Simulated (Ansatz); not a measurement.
**FeNi (Tetrataenite) under changes of volume**

One of the cells (11.491 Å³/atom); the others are scaled copies at fixed shape and fractional positions:

```xyz
2
Lattice="2.5330 0.0000 0.0000 0.0000 2.5330 0.0000 0.0000 0.0000 3.5820" Properties=species:S:1:pos:R:3 pbc="T T T"
Ni    1.2665    1.2665    1.7910
Fe    0.0000    0.0000    0.0000
```

* Program: Ansatz 0.2.0
* Functional: PBEsol
* Potentials or basis: JTH PAW
* Cutoff: 2400 eV (not typed: the program's choice for these potentials)
* k mesh: 10 × 10 × 8
* Occupations: fermi-dirac, width 0.05 eV
* Spin: collinear spin, ferromagnetic start
* Starting moments: [1.0, 3.0] μB

```csv
volume (Å³/atom),energy over the lowest point (meV/atom),pressure (GPa),moment (μB per cell)
10.802,0.00,0.4,3.25
11.032,2.50,-4.0,3.27
11.261,11.11,-7.9,3.29
11.491,25.11,-11.3,3.32
11.721,43.74,-14.3,3.34
11.951,?,?,?
12.181,92.41,-19.2,3.41
```

Task: What does the run at 11.951 Å³/atom give?

Result: Energy over the lowest point 66.35 meV/atom; pressure -17.0 GPa; moment 3.38 μB per cell.

Worked out: A Birch-Murnaghan fit of order 3 (a polynomial in V^(-2/3)) to the other rows has its minimum at 10.83 Å³/atom with B0 = V·E''(V) = 229 GPa and B' = 5.7 at fixed shape and positions, which overstates the stiffness. It gives 66.36 meV/atom at 11.951 Å³/atom, against the run's 66.35, and -dE/dV = -17.0 GPa, against -17.0. A parabola through the other rows of the moment, of slope 0.142 μB per Å³/atom there, gives 3.38 μB, against the run's 3.38.

Energies are extrapolated to zero smearing.
